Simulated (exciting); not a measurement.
A run of exciting (release sodium):

File input.xml:

```xml
<input>
  <title>AlN</title>
  <structure speciespath="./" tshift="false">
    <crystal scale="1">
      <basevect>0.000000000000 4.127149685591 4.127149685591</basevect>
      <basevect>4.127149685591 0.000000000000 4.127149685591</basevect>
      <basevect>4.127149685591 4.127149685591 0.000000000000</basevect>
    </crystal>
    <species speciesfile="Al.xml" rmt="2">
      <atom coord="0.000000000000 0.000000000000 0.000000000000"/>
    </species>
    <species speciesfile="N.xml" rmt="1.45">
      <atom coord="0.250000000000 0.250000000000 0.250000000000"/>
    </species>
  </structure>
  <groundstate do="fromscratch" ngridk="7 7 7" rgkmax="6.5" gmaxvr="14" lmaxapw="10" lmaxmat="10" lmaxvr="8" xctype="LDA_PW" stype="Gaussian" swidth="0.00099223" nempty="10" ValenceRelativity="iora*" epsengy="1e-05" epspot="1e-05" maxscl="60" tforce="true" outputlevel="normal"/>
</input>
```

Potentials or basis: all-electron LAPW+lo, shipped species files, valence relativity iora*.

Run with:

```sh
$ OMP_NUM_THREADS=1 exciting_smp
```

Hardware: 1 thread of AMD EPYC 7R43 64-Core Processor (Zen 3), on a shared host.

Q: How long does it take, and how much memory?

A: Run time: 87 s on 1 thread of AMD EPYC 7R43 64-Core Processor (Zen 3), on a shared host, peak memory 0.12 GiB. Counts: scf iterations 33, plane waves 222.
